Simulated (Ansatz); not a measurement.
A (001) slab of relaxed bulk VN (Fm-3m, 8.72 Å³/atom, gap on the mesh 0.00 eV), 3 planes in a 3×1 cell with the lowest 1 held; added atoms sit on lattice sites of the next plane. A dipole correction is on. The surface energy is the mean of the held and the free face; step energies are per length and the mean of the stripe's two steps, which run along the cube edge; step and island energies count from the flat slab and bulk atoms.

The calculation used Ansatz, DFT PBE, scalar-relativistic, plane waves, PAW.

Cutoff 420 eV, Gaussian smearing of 0.10 eV, energies at zero smearing, symmetry of each start kept, no spin polarisation.

```json
{"start": "flat slab", "atoms": "36", "k mesh": "3×8×1", "surface energy (J/m²)": "1.16", "step energy (meV/Å)": "-"}
{"start": "stripe of 4 atoms", "atoms": "40", "k mesh": "3×8×1", "surface energy (J/m²)": "-", "step energy (meV/Å)": "54"}
{"start": "stripe of 6 atoms", "atoms": "42", "k mesh": "3×8×1", "surface energy (J/m²)": "-", "step energy (meV/Å)": "37"}
```

Zero in every row: gap on the mesh (eV).

Small energy differences in metals hang on the k mesh (about 10 mJ/m² or 1 to 2 meV/atom on the mesh of the relaxation).